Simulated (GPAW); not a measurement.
Here is a GPAW 26.7.0 calculation.

The input run.py:

```python
from ase.dft.bandgap import bandgap
from ase.io import read, write
from ase.units import GPa
from gpaw import GPAW, PW

atoms = read('POSCAR')

calc = GPAW(mode=PW(800),
            xc='PBE',
            kpts={'size': (8, 8, 4), 'gamma': True},
            occupations={'name': 'methfessel-paxton', 'order': 0, 'width': 0.1},
            nbands=28,
            convergence={'density': 1e-05, 'energy': 1e-05},
            maxiter=150,
            txt='gpaw.txt')
atoms.calc = calc
energy = atoms.get_potential_energy()
forces = atoms.get_forces()
stress = atoms.get_stress()
calc.write('gs.gpw')
write('result.traj', atoms)
print(f'Energy: {energy:.6f} eV')
print('Forces (eV/A):')
print(forces.round(4))
print('Stress (GPa):', (stress / GPa).round(3))
print('Fermi level:', round(calc.get_fermi_level(), 4), 'eV')
print(f'Gap: {bandgap(calc)[0]:.4f} eV, direct: {bandgap(calc, direct=True)[0]:.4f} eV')
```

POSCAR

```
MgS
1.0
    4.0346224068      0.0000000000      0.0000000000
   -2.0173112034      3.4940854990      0.0000000000
    0.0000000000      0.0000000000      6.4322941800
S Mg
2 2
Direct
    0.6666666667      0.3333333333      0.8792441500
    0.3333333333      0.6666666667      0.3792441500
    0.3333333333      0.6666666667      0.9957548500
    0.6666666667      0.3333333333      0.4957548500
```

Potentials or basis: GPAW PAW data sets (gpaw-data 1.2.1), pw.

Run with:

```sh
$ OMP_NUM_THREADS=1 python run.py
```

(1) Estimate the band gap on the k mesh.

(2) What does it give for the pressure?

## Answers

(1) 3.44 eV, direct.

(2) 1.0 GPa.
